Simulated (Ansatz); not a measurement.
## What pressure 18 GPa does to LaAlO3

Base system: LaAlO₃ (space group R-3c, No. 167; a = 5.353 Å, c = 13.048 Å (hexagonal axes)).

Perturbation: cell and atoms relaxed at a pressure of 18 GPa.

All numbers come from PBEsol in Ansatz (plane waves to 420 eV, PAW, no spin-orbit coupling). Γ-centred 8×8×8 mesh, Fermi–Dirac width 0.05 eV.

```csv
quantity,base,changed,shift
density,6.58 g/cm³,7.12 g/cm³,+0.54 g/cm³
lattice parameter a,5.353 Å,5.211 Å,-0.142 Å
c/a ratio,2.437,2.444,+0.0065
enthalpy H = E + PV relative to the base's energy,–,+1.16 eV/atom,–
band gap,3.94 eV,3.75 eV,-0.19 eV
width of the top valence band,0.53 eV,0.61 eV,+0.08 eV
"valence-band top at Γ (three highest levels, from the VBM)",–,"0.00, -0.03, -0.03 eV",–
```

Final structure:

```
LaAlO3
1.0
    2.60557     1.50432     4.24503
   -2.60557     1.50432     4.24503
    0.00000    -3.00865     4.24503
La Al O
2 2 6
Cartesian
  0.00000   0.00000   3.18377
  0.00000   0.00000   9.55131
  0.00000   0.00000   0.00000
  0.00000   0.00000   6.36754
  0.11251   1.50432   7.42880
 -1.35904  -0.65473   7.42880
  1.24653  -0.84960   7.42880
 -0.11251  -1.50432   5.30629
  1.35904   0.65473   5.30629
 -1.24653   0.84960   5.30629
```

Cost of the whole job for the changed cell (relaxation, final SCF and bands): about 2.0 core-minutes (a rough figure).

Load acts through the strain it causes; cell and atoms are relaxed under it. No phonon test of stability was made. No other phases were tried under pressure.

Ansatz is a quantum-chemistry and plane-wave program.
